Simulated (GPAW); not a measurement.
Input of a GPAW 26.7.0 run:

The input run.py:

```python
from ase import Atoms
from ase.dft.bandgap import bandgap
from ase.io import write
from ase.units import GPa
from gpaw import GPAW, PW, setup_paths

setup_paths.insert(0, '.')

atoms = Atoms(['Hf', 'O', 'O'],
              cell=[[0.0, 2.5575, 2.5575],
                    [2.5575, 0.0, 2.5575],
                    [2.5575, 2.5575, 0.0]],
              scaled_positions=[[0.0, 0.0, 0.0],
                                [0.75, 0.75, 0.75],
                                [0.25, 0.25, 0.25]],
              pbc=True)

calc = GPAW(mode=PW(800),
            xc='PBEsol',
            kpts={'size': (9, 9, 9), 'gamma': True},
            occupations={'name': 'fermi-dirac', 'width': 0.05},
            nbands=24,
            convergence={'density': 1e-05, 'energy': 1e-05},
            maxiter=150,
            txt='gpaw.txt')
atoms.calc = calc
energy = atoms.get_potential_energy()
forces = atoms.get_forces()
stress = atoms.get_stress()
calc.write('gs.gpw')
write('result.traj', atoms)
print(f'Energy: {energy:.6f} eV')
print('Forces (eV/A):')
print(forces.round(4))
print('Stress (GPa):', (stress / GPa).round(3))
print('Fermi level:', round(calc.get_fermi_level(), 4), 'eV')
print(f'Gap: {bandgap(calc)[0]:.4f} eV, direct: {bandgap(calc, direct=True)[0]:.4f} eV')
```

Potentials or basis: PAW data sets generated in the run's folder for this functional, pw.

Run with:

```console
$ gpaw-setup -f PBEsol Hf O
$ OMP_NUM_THREADS=1 python run.py
```

Estimate the pressure.

-10.3 GPa.

Estimate the band gap on the k mesh.

3.70 eV, indirect (least direct gap 3.82 eV).

Caveat: spin-orbit coupling is left out, which moves the levels of the heavy elements; an odd mesh through Γ misses points on the zone boundary, where band edges often lie.
